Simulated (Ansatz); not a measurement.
## AlRu: stationary points along a deformation path

These are results of Ansatz, DFT PBEsol, scalar-relativistic, plane waves, PAW, not measurements. The runs took a 420 eV cutoff, a Γ-centred 22×22×22 mesh and Gaussian smearing (0.15 eV). No spin polarisation. Energies are free energies at this smearing, counted from the undisturbed cell; pressure is positive in compression.

The undisturbed cell (relaxed at this level; it needn't be the usual structure):

```xyz
2
Lattice="2.9764 0.0000 0.0000 0.0000 2.9764 0.0000 0.0000 0.0000 2.9764" Properties=species:S:1:pos:R:3 pbc="T T T"
Al    0.0000    0.0000    0.0000
Ru    1.4882    1.4882    1.4882
```

At fixed volume and fractional coordinates, lengths along (0.000, 0.000, 1.000) are scaled against those across it; ρ is that ratio over its starting value. V = 13.184 Å³/atom. Δσ is the stress along the axis less the mean stress across it (compression positive).

| ρ | ΔE (meV/atom) | Δσ (GPa) | space group |
| --- | --- | --- | --- |
| 0.650 | 1183.9 | 111.29 | P4/mmm |
| 0.707 | 755.1 | 77.98 | P4/mmm |
| 0.780 | 383.2 | 60.65 | P4/mmm |
| 0.850 | 151.0 | 37.26 | P4/mmm |
| 0.920 | 36.2 | 16.51 | P4/mmm |
| 0.960 | 8.3 | 7.56 | P4/mmm |
| 1.000 | 0.0 | 0.00 | Pm-3m |
| 1.050 | 11.3 | -8.31 | P4/mmm |
| 1.100 | 42.1 | -15.76 | P4/mmm |
| 1.200 | 146.7 | -27.09 | P4/mmm |
| 1.300 | 255.9 | -21.62 | P4/mmm |
| 1.414 | 353.6 | -23.39 | P4/mmm |
| 1.500 | 442.1 | -32.00 | P4/mmm |

Q: How does the stress give the slope of the energy, and where is the energy stationary?

A: Along the path d ln(length) is 2/3 d ln ρ on the axis and −1/3 d ln ρ across it, so dE/d ln ρ = −(2/3) V Δσ: the energy falls with ρ where Δσ is positive. Δσ vanishes or changes sign at ρ = 1.000 (Pm-3m), a minimum at 0.0 meV/atom. Pairs of stationary points between two samples would go unseen, and could change a minimum read from distant neighbours into a maximum. At ρ = 1.000 the cell is cubic, where symmetry alone makes the stress isotropic and the slope zero.

Q: Which shear constant sets the curvature at ρ = 1?

A: For a cubic crystal E/V = (2/3) C (ln ρ)² with C = C′ = (C11 − C12)/2, so Δσ = −2C ln ρ. The parabola of Δσ against ln ρ through ρ = 0.960, 1 and 1.050 gives C ≈ 89 GPa with the ions clamped, rough because the steps are large.

Q: Integrate that slope from ρ = 1 to 0.850 by the trapezoid rule.

A: With V/N in Å³ and 1 eV/Å³ = 160.2 GPa the slopes at ρ = 1.000, 0.960, 0.920, 0.850 are 0, -415, -906, -2044 meV/atom per unit of ln ρ. The steps add 8.5 + 28.1 + 116.7 = 153.3 meV/atom, against 151.0 from the energies; the trapezoid rule misses the curvature of the slope within each step.

In a metal these slopes depend on the k mesh and the smearing.

Cost: 13 runs of about 1.4 core-minutes in all, on AMD EPYC 9R45 (Zen 5) (shared hosts).